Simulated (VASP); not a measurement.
Crystal: TaSi2.

```
CELL_PARAMETERS angstrom
4.78000 0.00000 0.00000
-2.39000 4.13960 0.00000
0.00000 0.00000 6.56400
ATOMIC_POSITIONS crystal
Ta 0.00000 0.50000 0.16667
Ta 0.50000 0.50000 0.83333
Ta 0.50000 0.00000 0.50000
Si 0.33330 0.16665 0.16667
Si 0.16665 0.83335 0.83333
Si 0.83335 0.66670 0.50000
Si 0.66670 0.83335 0.16667
Si 0.83335 0.16665 0.83333
Si 0.16665 0.33330 0.50000
```

| Quantity | Value |
| --- | --- |
| Program | VASP 6.6.1 |
| Task | relaxation of cell and atoms |
| Functional | PBE |
| Potentials or basis | VASP PAW PBE potentials, release 64 (Ta_sv_GW, Si_GW) |
| Cutoff | 600 eV |
| k mesh | 5 × 5 × 3 |
| Occupations | fermi-dirac, width 0.05 eV |
| Spin | no spin polarisation |

At the start: pressure 3.6 GPa; volume 14.43 Å³/atom.

Q: Where does the relaxation end?

A: Over 10 steps the energy falls by 20.0 meV/atom and the volume is 14.67 Å³/atom (+1.7 %); space group P6_222 (No. 180, to 0.05 Å).

Step by step:
```csv
step,energy change (eV),largest force (eV/Å),pressure (GPa),volume (Å³)
1,0.0000,0.7922,3.59,129.88
2,-0.0729,0.2625,-5.42,136.05
3,-0.1038,0.4431,-2.49,133.82
4,-0.1747,0.0588,-0.25,132.09
5,-0.1761,0.0107,0.17,131.81
6,-0.1797,0.0002,0.11,131.98
7,-0.1798,0.0007,0.12,131.96
8,-0.1798,0.0007,0.11,131.96
9,-0.1798,0.0012,-0.16,132.14
10,-0.1799,0.0010,0.00,132.04
```

Final structure:
```xyz
9
Lattice="4.8139 0.0000 0.0000 -2.4070 4.1690 0.0000 0.0000 0.0000 6.5791" Properties=species:S:1:pos:R:3 pbc="T T T"
Ta   -1.2035    2.0845    1.0965
Ta    1.2035    2.0845    5.4825
Ta    2.4070    0.0000    3.2895
Si    1.1459    0.6616    1.0965
Si   -1.2611    3.5074    5.4825
Si    2.4070    2.8458    3.2895
Si    1.2611    3.5074    1.0965
Si    3.6680    0.6616    5.4825
Si    0.0000    1.3232    3.2895
```
